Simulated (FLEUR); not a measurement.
# Ge (I4_1/amd) in FLEUR: notebook, part 2 of 2

FLEUR MaX-R8.1 (later development tree). The steps go on from the part before.

## Step 3: Band structure, PBEsol, spin-orbit coupling, no magnetisation

File inp.xml:

```xml
<?xml version="1.0" encoding="UTF-8" standalone="no"?>
<fleurInput fleurInputVersion="0.39">
   <comment>
      Ge                                                                                                  
   </comment>
   <calculationSetup>
      <cutoffs Kmax="4.21" Gmax="13.0" GmaxXC="13.0" numbands="all"/>
      <scfLoop itmax="60" minDistance="0.00001" maxIterBroyd="15" imix="Anderson" alpha="0.05" precondParam="0.0" spinf="2.0" sdNocoIR="T"/>
      <coreElectrons ctail="T" frcor="F" kcrel="0" coretail_lmax="0"/>
      <xcFunctional name="PBEs" relativisticCorrections="F"/>
      <magnetism jspins="1"/>
      <soc l_soc="T" theta="0.0" phi="0.0" spav="F"/>
      <expertModes spex="0" secvar="F"/>
      <geometryOptimization l_f="F" forcealpha="1.0" forcemix="BFGS" epsdisp="0.00001" epsforce="0.00001"/>
      <ldaU l_linMix="F" mixParam="0.05" spinf="1.0"/>
   </calculationSetup>
   <cell>
      <bzIntegration valenceElectrons="44.0" mode="hist" fermiSmearingEnergy="0.00183747">
         <kPointListSelection listName="default-1"/>
         <!-- k-points included here -->
         <xi:include xmlns:xi="http://www.w3.org/2001/XInclude" href="kpts.xml"> </xi:include>
      </bzIntegration>
      <!-- symmetry operations included here -->
      <xi:include xmlns:xi="http://www.w3.org/2001/XInclude" href="sym.xml"> </xi:include>
      <bulkLattice scale="1.0">
         <bravaisMatrix>
            <row-1>   -4.8650804795084124     4.8650804795084124     2.6407271787013786</row-1>
            <row-2>    4.8650804795084124    -4.8650804795084124     2.6407271787013786</row-2>
            <row-3>    4.8650804795084124     4.8650804795084124    -2.6407271787013786</row-3>
         </bravaisMatrix>
      </bulkLattice>
   </cell>
   <atomSpecies>
      <species name="Germanium (Ge)" element="Ge" atomicNumber="32">
         <mtSphere radius="2.33" gridPoints="771" logIncrement="0.016"/>
         <atomicCutoffs lmax="9" lnonsphr="9"/>
         <electronConfig flipSpins="F">
            <coreConfig>(1s1/2) (2s1/2) (2p1/2) (2p3/2)</coreConfig>
            <valenceConfig>(3s1/2) (3p1/2) (3p3/2) (4s1/2) (3d3/2) (3d5/2) (4p1/2) (4p3/2)</valenceConfig>
            <stateOccupation state="(4p1/2)" spinUp="0.333333" spinDown="0.333333"/>
            <stateOccupation state="(4p3/2)" spinUp="0.666667" spinDown="0.666667"/>
         </electronConfig>
         <energyParameters s="4" p="4" d="3" f="4"/>
         <lo type="SCLO" l="0" n="3" eDeriv="0"/>
         <lo type="SCLO" l="1" n="3" eDeriv="0"/>
         <lo type="SCLO" l="1" n="3" eDeriv="1"/>
         <lo type="HELO" l="2" n="4" eDeriv="0"/>
         <lo type="HELO" l="2" n="4" eDeriv="1"/>
         <lo type="SCLO" l="3" n="4" eDeriv="2"/>
      </species>
   </atomSpecies>
   <atomGroups>
      <atomGroup species="Germanium (Ge)">
         <relPos label="                   1">-3.000/8.000 3.000/8.000 -1.000/4.000</relPos>
         <relPos label="                   2">3.000/8.000 -3.000/8.000 1.000/4.000</relPos>
         <force calculate="T" relaxXYZ="TTT"/>
      </atomGroup>
   </atomGroups>
   <output dos="F" band="F" slice="F">
      <checks vchk="F" cdinf="F"/>
      <bandDOS minEnergy="-.5*Htr" maxEnergy="0.5*Htr" sigma="0.015" storeEVData="T"/>
      <vacuumDOS vacdos="F" integ="F" star="F" nstars="0" locx1="0.0" locy1="0.0" locx2="0.0" locy2="0.0" nstm="0" tworkf="0.0"/>
      <unfoldingBand unfoldBand="F" supercellX="1" supercellY="1" supercellZ="1"/>
      <plotting iplot="0" polar="F">
         <plot TwoD="T" vec1="  1.0  0.0  0.0" vec2="  0.0  1.0  0.0" vec3="  0.0  0.0  1.0" zero="  0.0  0.0  0.0" file="plot"/>
      </plotting>
      <chargeDensitySlicing numkpt="0" minEigenval="0.0" maxEigenval="0.0" nnne="0" pallst="F"/>
      <specialOutput eonly="F"/>
      <moessbauerParams electricFieldGradient="T" isomerShift="T" coreHyperfine="T" valenceHyperfine="T"/>
      <magneticCircularDichroism mcd="F" energyLo="-10.0" energyUp="0.0"/>
   </output>
  <!-- We include the file relax.xml here to enable relaxations (see documentation) -->
  <xi:include xmlns:xi="http://www.w3.org/2001/XInclude" href="relax.xml"> <xi:fallback/> </xi:include>
</fleurInput>
```

File crystal.txt:

```
Ge
&input cartesian=F /
-2.5744897190  2.5744897190  1.3974126432
2.5744897190  -2.5744897190  1.3974126432
2.5744897190  2.5744897190  -1.3974126432
1.8897261246
1.0 1.0 1.0

2
32 0.5000000000  0.5000000000  0.0000000000
32 0.2500000000  0.7500000000  0.5000000000

&soc 0.0 0.0 /
&kpt div1=8 div2=8 div3=8 gamma=T /
```

File inp.xml (bands):

```
<?xml version="1.0" encoding="UTF-8" standalone="no"?>
<fleurInput fleurInputVersion="0.39">
   <comment>
      Ge                                                                                                  
   </comment>
   <calculationSetup>
      <cutoffs Kmax="4.21" Gmax="13.0" GmaxXC="13.0" numbands="all"/>
      <scfLoop itmax="60" minDistance="0.00001" maxIterBroyd="15" imix="Anderson" alpha="0.05" precondParam="0.0" spinf="2.0" sdNocoIR="T"/>
      <coreElectrons ctail="T" frcor="F" kcrel="0" coretail_lmax="0"/>
      <xcFunctional name="PBEs" relativisticCorrections="F"/>
      <magnetism jspins="1"/>
      <soc l_soc="T" theta="0.0" phi="0.0" spav="F"/>
      <expertModes spex="0" secvar="F"/>
      <geometryOptimization l_f="F" forcealpha="1.0" forcemix="BFGS" epsdisp="0.00001" epsforce="0.00001"/>
      <ldaU l_linMix="F" mixParam="0.05" spinf="1.0"/>
   </calculationSetup>
   <cell>
      <bzIntegration valenceElectrons="44.0" mode="hist" fermiSmearingEnergy="0.00183747">
         <kPointListSelection listName="path-1"/>
         <!-- k-points included here -->
         <xi:include xmlns:xi="http://www.w3.org/2001/XInclude" href="kpts.xml"> </xi:include>
      </bzIntegration>
      <!-- symmetry operations included here -->
      <xi:include xmlns:xi="http://www.w3.org/2001/XInclude" href="sym.xml"> </xi:include>
      <bulkLattice scale="1.0">
         <bravaisMatrix>
            <row-1>   -4.8650804795084124     4.8650804795084124     2.6407271787013786</row-1>
            <row-2>    4.8650804795084124    -4.8650804795084124     2.6407271787013786</row-2>
            <row-3>    4.8650804795084124     4.8650804795084124    -2.6407271787013786</row-3>
         </bravaisMatrix>
      </bulkLattice>
   </cell>
   <atomSpecies>
      <species name="Germanium (Ge)" element="Ge" atomicNumber="32">
         <mtSphere radius="2.33" gridPoints="771" logIncrement="0.016"/>
         <atomicCutoffs lmax="9" lnonsphr="9"/>
         <electronConfig flipSpins="F">
            <coreConfig>(1s1/2) (2s1/2) (2p1/2) (2p3/2)</coreConfig>
            <valenceConfig>(3s1/2) (3p1/2) (3p3/2) (4s1/2) (3d3/2) (3d5/2) (4p1/2) (4p3/2)</valenceConfig>
            <stateOccupation state="(4p1/2)" spinUp="0.333333" spinDown="0.333333"/>
            <stateOccupation state="(4p3/2)" spinUp="0.666667" spinDown="0.666667"/>
         </electronConfig>
         <energyParameters s="4" p="4" d="3" f="4"/>
         <lo type="SCLO" l="0" n="3" eDeriv="0"/>
         <lo type="SCLO" l="1" n="3" eDeriv="0"/>
         <lo type="SCLO" l="1" n="3" eDeriv="1"/>
         <lo type="HELO" l="2" n="4" eDeriv="0"/>
         <lo type="HELO" l="2" n="4" eDeriv="1"/>
         <lo type="SCLO" l="3" n="4" eDeriv="2"/>
      </species>
   </atomSpecies>
   <atomGroups>
      <atomGroup species="Germanium (Ge)">
         <relPos label="                   1">-3.000/8.000 3.000/8.000 -1.000/4.000</relPos>
         <relPos label="                   2">3.000/8.000 -3.000/8.000 1.000/4.000</relPos>
         <force calculate="T" relaxXYZ="TTT"/>
      </atomGroup>
   </atomGroups>
   <output dos="F" band="T" slice="F">
      <checks vchk="F" cdinf="F"/>
      <bandDOS minEnergy="-.5*Htr" maxEnergy="0.5*Htr" sigma="0.015" storeEVData="T"/>
      <vacuumDOS vacdos="F" integ="F" star="F" nstars="0" locx1="0.0" locy1="0.0" locx2="0.0" locy2="0.0" nstm="0" tworkf="0.0"/>
      <unfoldingBand unfoldBand="F" supercellX="1" supercellY="1" supercellZ="1"/>
      <plotting iplot="0" polar="F">
         <plot TwoD="T" vec1="  1.0  0.0  0.0" vec2="  0.0  1.0  0.0" vec3="  0.0  0.0  1.0" zero="  0.0  0.0  0.0" file="plot"/>
      </plotting>
      <chargeDensitySlicing numkpt="0" minEigenval="0.0" maxEigenval="0.0" nnne="0" pallst="F"/>
      <specialOutput eonly="F"/>
      <moessbauerParams electricFieldGradient="T" isomerShift="T" coreHyperfine="T" valenceHyperfine="T"/>
      <magneticCircularDichroism mcd="F" energyLo="-10.0" energyUp="0.0"/>
   </output>
  <!-- We include the file relax.xml here to enable relaxations (see documentation) -->
  <xi:include xmlns:xi="http://www.w3.org/2001/XInclude" href="relax.xml"> <xi:fallback/> </xi:include>
</fleurInput>
```

Potentials or basis: all-electron, FLAPW.

Command:

```console
$ inpgen -f crystal.txt -profile fastHighL
$ # inp.xml edited to the form shown
$ fleur_MPI
$ fleur_MPI   # second run, on inp.xml (bands)
```

It took 37 min on 1 thread of Arm Neoverse V1, shared host; peak memory 0.53 GiB.

The run converged. Its results:

| Quantity | Value |
| --- | --- |
| Free energy | -114154.8392 eV |
| Band gap along the path | none (metal or under the smearing width) |
| Valence electrons inside the program's atomic spheres | Ge 20.31 (radii Ge 2.33 bohr) |

Levels at the corners of the path, in eV from the Fermi level:
| point | band 40 | band 41 | band 42 | band 43 | band 44 | band 45 | band 46 | band 47 | band 48 | band 49 |
| --- | --- | --- | --- | --- | --- | --- | --- | --- | --- | --- |
| Γ | -4.02 | -2.38 | -2.38 | -2.21 | -2.21 | 3.27 | 3.27 | 7.46 | 7.46 | 7.77 |
| X | -10.52 | 0.65 | 0.65 | 0.65 | 0.65 | 1.95 | 1.95 | 1.95 | 1.95 | 7.58 |
| M | -8.83 | -5.88 | -5.88 | -5.88 | -5.88 | 6.20 | 6.20 | 6.20 | 6.20 | 11.06 |
| Γ | -4.02 | -2.38 | -2.38 | -2.21 | -2.21 | 3.27 | 3.27 | 7.46 | 7.46 | 7.77 |
| Z | -6.42 | -3.78 | -3.78 | -3.58 | -3.58 | -3.55 | -3.55 | 3.86 | 3.86 | 6.62 |
| P | -6.82 | -4.31 | -4.31 | -4.28 | -4.28 | 4.21 | 4.21 | 4.36 | 4.36 | 4.86 |
| N | -6.35 | -2.59 | -2.59 | -1.97 | -1.97 | -1.30 | -1.30 | 2.50 | 2.50 | 3.61 |
| Z1 | -6.42 | -3.78 | -3.78 | -3.58 | -3.58 | -3.55 | -3.55 | 3.86 | 3.86 | 6.62 |
| M | -8.83 | -5.88 | -5.88 | -5.88 | -5.88 | 6.20 | 6.20 | 6.20 | 6.20 | 11.06 |
| X | -10.52 | 0.65 | 0.65 | 0.65 | 0.65 | 1.95 | 1.95 | 1.95 | 1.95 | 7.58 |
| P | -6.82 | -4.31 | -4.31 | -4.28 | -4.28 | 4.21 | 4.21 | 4.36 | 4.36 | 4.86 |

Core levels (eV from the Fermi level):
```csv
atom,levels
1 Ge,"1s1/2 -10944.3, 2s1/2 -1365.4, 2p1/2 -1214.3, 2p3/2 -1182.5"
2 Ge,"1s1/2 -10944.3, 2s1/2 -1365.4, 2p1/2 -1214.3, 2p3/2 -1182.5"
```

## Step 4: Band structure, r2SCAN

Changes to inp.xml since step 3:

```diff
@@ -6,8 +6,11 @@
    <calculationSetup>
-      <cutoffs Kmax="4.21" Gmax="13.0" GmaxXC="13.0" numbands="all"/>
-      <scfLoop itmax="60" minDistance="0.00001" maxIterBroyd="15" imix="Anderson" alpha="0.05" precondParam="0.0" spinf="2.0" sdNocoIR="T"/>
-      <coreElectrons ctail="T" frcor="F" kcrel="0" coretail_lmax="0"/>
-      <xcFunctional name="PBEs" relativisticCorrections="F"/>
+      <cutoffs Kmax="4.21" Gmax="13.0" GmaxXC="13.0" numbands="0"/>
+      <scfLoop itmax="80" minDistance="0.0001" maxIterBroyd="30" imix="Anderson" alpha="0.05" precondParam="0.0" spinf="2.0" sdNocoIR="T"/>
+      <coreElectrons ctail="F" frcor="F" kcrel="0" coretail_lmax="0"/>
+      <xcFunctional name="LibXC" relativisticCorrections="F">
+         <LibXCName exchange="mgga_x_r2scan" correlation="mgga_c_r2scan"/>
+         <AuxGGA exchange="117" correlation="130"/>
+      </xcFunctional>
       <magnetism jspins="1"/>
-      <soc l_soc="T" theta="0.0" phi="0.0" spav="F"/>
+      <soc l_soc="F" theta="0.0" phi="0.0" spav="F"/>
       <expertModes spex="0" secvar="F"/>
```

Changes to crystal.txt since step 3:

```diff
@@ -12,3 +12,2 @@
 
-&soc 0.0 0.0 /
-&kpt div1=8 div2=8 div3=8 gamma=T /
+&kpt div1=11 div2=11 div3=11 gamma=T /
```

Changes to inp.xml (bands) since step 3:

```diff
@@ -6,8 +6,11 @@
    <calculationSetup>
-      <cutoffs Kmax="4.21" Gmax="13.0" GmaxXC="13.0" numbands="all"/>
-      <scfLoop itmax="60" minDistance="0.00001" maxIterBroyd="15" imix="Anderson" alpha="0.05" precondParam="0.0" spinf="2.0" sdNocoIR="T"/>
-      <coreElectrons ctail="T" frcor="F" kcrel="0" coretail_lmax="0"/>
-      <xcFunctional name="PBEs" relativisticCorrections="F"/>
+      <cutoffs Kmax="4.21" Gmax="13.0" GmaxXC="13.0" numbands="0"/>
+      <scfLoop itmax="80" minDistance="0.0001" maxIterBroyd="30" imix="Anderson" alpha="0.05" precondParam="0.0" spinf="2.0" sdNocoIR="T"/>
+      <coreElectrons ctail="F" frcor="F" kcrel="0" coretail_lmax="0"/>
+      <xcFunctional name="LibXC" relativisticCorrections="F">
+         <LibXCName exchange="mgga_x_r2scan" correlation="mgga_c_r2scan"/>
+         <AuxGGA exchange="117" correlation="130"/>
+      </xcFunctional>
       <magnetism jspins="1"/>
-      <soc l_soc="T" theta="0.0" phi="0.0" spav="F"/>
+      <soc l_soc="F" theta="0.0" phi="0.0" spav="F"/>
       <expertModes spex="0" secvar="F"/>
```

Command:

```console
$ inpgen -f crystal.txt -profile fastHighL
$ # inp.xml edited to the form shown
$ fleur_MPI
$ fleur_MPI   # second run, on inp.xml (bands)
```

Run time: 2.8 min. Hardware: 1 thread of Intel Xeon at 2.70GHz, shared host; peak memory 0.09 GiB.

It converged, with:

```yaml
Free_energy: -114247.6820 eV
Band_gap_along_the_path: none (metal or under the smearing width)
Valence_electrons_inside_the_program's_atomic_spheres: Ge 20.31 (radii Ge 2.33 bohr)
```

Levels at the corners of the path, in eV from the Fermi level:
```csv
point,band 19,band 20,band 21,band 22,band 23,band 24,band 25,band 26
Γ,-13.97,-4.15,-2.57,-2.57,3.71,7.96,7.96,8.55
X,-11.09,-11.09,0.54,0.54,2.15,2.15,7.99,7.99
M,-9.31,-9.31,-6.20,-6.20,6.50,6.50,11.61,11.61
Γ,-13.97,-4.15,-2.57,-2.57,3.71,7.96,7.96,8.55
Z,-7.76,-6.75,-4.02,-3.80,-3.80,4.07,7.01,7.01
P,-7.17,-7.17,-4.60,-4.60,4.35,4.35,5.22,5.22
N,-8.41,-6.69,-2.68,-2.23,-1.51,2.77,3.76,5.82
Z1,-7.76,-6.75,-4.02,-3.80,-3.80,4.07,7.01,7.01
M,-9.31,-9.31,-6.20,-6.20,6.50,6.50,11.61,11.61
X,-11.09,-11.09,0.54,0.54,2.15,2.15,7.99,7.99
P,-7.17,-7.17,-4.60,-4.60,4.35,4.35,5.22,5.22
```

Core levels (eV from the Fermi level):
| atom | levels |
| --- | --- |
| 1 Ge | 1s1/2 -10953.8, 2s1/2 -1366.1, 2p1/2 -1214.2, 2p3/2 -1182.4 |
| 2 Ge | 1s1/2 -10953.8, 2s1/2 -1366.1, 2p1/2 -1214.2, 2p3/2 -1182.4 |

Caveat: the meta-GGA is that of a development version, with a GGA for the radial functions and cores and without core tails.

## Step 5: Equation of state, r2SCAN, 17.41 Å³/atom (volume scaled by 0.94)

Changes to inp.xml since step 4:

```diff
@@ -6,3 +6,3 @@
    <calculationSetup>
-      <cutoffs Kmax="4.21" Gmax="13.0" GmaxXC="13.0" numbands="0"/>
+      <cutoffs Kmax="4.34" Gmax="13.4" GmaxXC="13.4" numbands="0"/>
       <scfLoop itmax="80" minDistance="0.0001" maxIterBroyd="30" imix="Anderson" alpha="0.05" precondParam="0.0" spinf="2.0" sdNocoIR="T"/>
@@ -27,3 +27,3 @@
       <xi:include xmlns:xi="http://www.w3.org/2001/XInclude" href="sym.xml"> </xi:include>
-      <bulkLattice scale="1.0">
+      <bulkLattice scale="0.9795861087">
          <bravaisMatrix>
@@ -37,3 +37,3 @@
       <species name="Germanium (Ge)" element="Ge" atomicNumber="32">
-         <mtSphere radius="2.33" gridPoints="771" logIncrement="0.016"/>
+         <mtSphere radius="2.26" gridPoints="771" logIncrement="0.016"/>
          <atomicCutoffs lmax="9" lnonsphr="9"/>
```

Command:

```console
$ inpgen -f crystal.txt -profile fastHighL
$ # inp.xml edited to the form shown
$ fleur_MPI
```

Wall time 2.2 min (1 thread of Intel Xeon at 2.70GHz, shared host); peak memory 0.09 GiB.

The run converged. Its results:

| Property | Result |
| --- | --- |
| Free energy | -114247.6363 eV |
| Band gap on the k mesh | none (metal or under the smearing width) |
| Valence electrons inside the program's atomic spheres | Ge 20.19 (radii Ge 2.26 bohr) |

Caveat: the meta-GGA is that of a development version, with a GGA for the radial functions and cores and without core tails.

## Step 6: Equation of state, r2SCAN, 17.78 Å³/atom (volume scaled by 0.96)

Changes to inp.xml since step 5:

```diff
@@ -27,3 +27,3 @@
       <xi:include xmlns:xi="http://www.w3.org/2001/XInclude" href="sym.xml"> </xi:include>
-      <bulkLattice scale="0.9795861087">
+      <bulkLattice scale="0.9864848297">
          <bravaisMatrix>
```

Potentials or basis: all-electron, FLAPW.

Command:

```console
$ inpgen -f crystal.txt -profile fastHighL
$ # inp.xml edited to the form shown
$ fleur_MPI
```

Run time: 2.4 min. Hardware: 1 thread of Intel Xeon at 2.70GHz, shared host; peak memory 0.09 GiB.

Results (log left out):

* Free energy: -114247.6603 eV
* Band gap on the k mesh: none (metal or under the smearing width)
* Valence electrons inside the program's atomic spheres: Ge 20.17 (radii Ge 2.26 bohr)

Caveat: the meta-GGA is that of a development version, with a GGA for the radial functions and cores and without core tails.

## Step 7: Equation of state, r2SCAN, 18.52 Å³/atom

Changes to inp.xml since step 6:

```diff
@@ -27,3 +27,3 @@
       <xi:include xmlns:xi="http://www.w3.org/2001/XInclude" href="sym.xml"> </xi:include>
-      <bulkLattice scale="0.9864848297">
+      <bulkLattice scale="1.0000000000">
          <bravaisMatrix>
```

Command:

```console
$ inpgen -f crystal.txt -profile fastHighL
$ # inp.xml edited to the form shown
$ fleur_MPI
```

Run time: 2.6 min. Hardware: 1 thread of Intel Xeon at 2.70GHz, shared host; peak memory 0.09 GiB.

The run converged. Its results:

```
Free energy                                           : -114247.6816 eV
Band gap on the k mesh                                : none (metal or under the smearing width)
Valence electrons inside the program's atomic spheres : Ge 20.14 (radii Ge 2.26 bohr)
```

Caveat: the meta-GGA is that of a development version, with a GGA for the radial functions and cores and without core tails.

## Step 8: Equation of state, r2SCAN, 19.27 Å³/atom (volume scaled by 1.04)

Changes to inp.xml since step 7:

```diff
@@ -27,3 +27,3 @@
       <xi:include xmlns:xi="http://www.w3.org/2001/XInclude" href="sym.xml"> </xi:include>
-      <bulkLattice scale="1.0000000000">
+      <bulkLattice scale="1.0131594038">
          <bravaisMatrix>
```

Command:

```console
$ inpgen -f crystal.txt -profile fastHighL
$ # inp.xml edited to the form shown
$ fleur_MPI
```

Wall time 2.7 min (1 thread of Intel Xeon at 2.70GHz, shared host); peak memory 0.09 GiB.

The run converged. Its results:

```yaml
Free_energy: -114247.6737 eV
Band_gap_on_the_k_mesh: none (metal or under the smearing width)
Valence_electrons_inside_the_program's_atomic_spheres: Ge 20.11 (radii Ge 2.26 bohr)
```

Caveat: the meta-GGA is that of a development version, with a GGA for the radial functions and cores and without core tails.

## Step 9: Equation of state, r2SCAN, 19.64 Å³/atom (volume scaled by 1.06)

Changes to inp.xml since step 8:

```diff
@@ -27,3 +27,3 @@
       <xi:include xmlns:xi="http://www.w3.org/2001/XInclude" href="sym.xml"> </xi:include>
-      <bulkLattice scale="1.0131594038">
+      <bulkLattice scale="1.0196128224">
          <bravaisMatrix>
```

Potentials or basis: all-electron, FLAPW.

Command:

```console
$ inpgen -f crystal.txt -profile fastHighL
$ # inp.xml edited to the form shown
$ fleur_MPI
```

Wall time 2.4 min (1 thread of Intel Xeon at 2.70GHz, shared host); peak memory 0.1 GiB.

It converged, with:

```yaml
Free_energy: -114247.6605 eV
Band_gap_on_the_k_mesh: none (metal or under the smearing width)
Valence_electrons_inside_the_program's_atomic_spheres: Ge 20.09 (radii Ge 2.26 bohr)
```

Caveat: the meta-GGA is that of a development version, with a GGA for the radial functions and cores and without core tails.

## Step 10: Equation of state, r2SCAN

No new run: the results of the series are fitted here.

What came out:

```yaml
Equilibrium_volume: 18.67 Å³/atom
Bulk_modulus_at_fixed_shape_and_positions: 76 GPa
```

Energy against volume, from the lowest point:
| volume (Å³/atom) | energy (meV/atom) |
| --- | --- |
| 17.413 | 22.67 |
| 17.783 | 10.67 |
| 18.524 | 0.00 |
| 19.265 | 3.97 |
| 19.636 | 10.57 |

Caveat: the meta-GGA is that of a development version, with a GGA for the radial functions and cores and without core tails; the cell was scaled at fixed shape and fractional positions, which overstates the stiffness of a crystal with free parameters, most of all of layers and chains.
